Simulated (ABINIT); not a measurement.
Crystal: PtS2.

```xyz
3
Lattice="3.5432 0.0000 0.0000 -1.7716 3.0685 0.0000 0.0000 0.0000 5.0388" Properties=species:S:1:pos:R:3 pbc="T T T"
Pt    0.0000    0.0000    0.0000
S     1.7716    1.0228    3.8950
S     0.0000    2.0457    1.1438
```

Base run:

| Property | Result |
| --- | --- |
| Program | ABINIT 10.8.3 (patched build) |
| Functional | PBE |
| Potentials or basis | SPMS NC PBE v1.0 |
| Cutoff | 599 eV |
| k mesh | 7 × 7 × 4 |
| Occupations | fermi-dirac, width 0.05 eV |
| Spin | no spin polarisation |

Its results: band gap on the k mesh 0.84 eV, indirect (least direct gap 1.01 eV); pressure 11.4 GPa; largest force 1.248 eV/Å.

**Question.** The run is repeated on the same cell with these changes: functional from PBE to PBEsol; potentials or basis from SPMS NC PBE v1.0 to PseudoDojo NC SR PBEsol v0.4.1 standard; cutoff from 599 eV to 1034 eV. What comes out?

**Answer.** Band gap on the k mesh 0.76 eV, indirect (least direct gap 0.93 eV); pressure 6.0 GPa; largest force 0.938 eV/Å.

Caveats: spin-orbit coupling is left out, which moves the levels of the heavy elements; an odd mesh through Γ misses points on the zone boundary, where band edges often lie; forces of over 1 eV/Å show positions far from the minimum, so gaps and moduli don't describe the material at rest (some runs).
